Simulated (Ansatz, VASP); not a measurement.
# TiAl in VASP and in Ansatz

```
Ti Al
1.0
     3.17906    0.00000    0.00000
     0.00000    3.17906    0.00000
     0.00000    0.00000    3.17906
Ti Al
1 1
Direct
  0.00000 0.00000 0.00000
  0.50000 0.50000 0.50000
```

The cell comes from a database or a generator and needn't be the stable form of this composition.

Alike in both runs: task single point; functional PBE; k mesh 8 × 8 × 8; occupations gaussian, width 0.015 eV; no spin polarisation.

|  | VASP | Ansatz |
| --- | --- | --- |
| version | VASP 6.6.1 | Ansatz 0.2.0 |
| potentials or method | VASP PAW PBE potentials, release 64 (Ti_sv, Al) | Ansatz PAW |
| plane-wave cutoff (eV) | 520 | 420 |
| valence electrons in the cell | 15 | 15 |

|  | VASP | Ansatz | Ansatz less VASP |
| --- | --- | --- | --- |
| gap on the k mesh at the Fermi level (eV) | none | none | - |
| pressure (GPa) | 0.6 | 0.7 | +0.03 |

A gap of «none» marks a metal or a gap that the smearing closes.
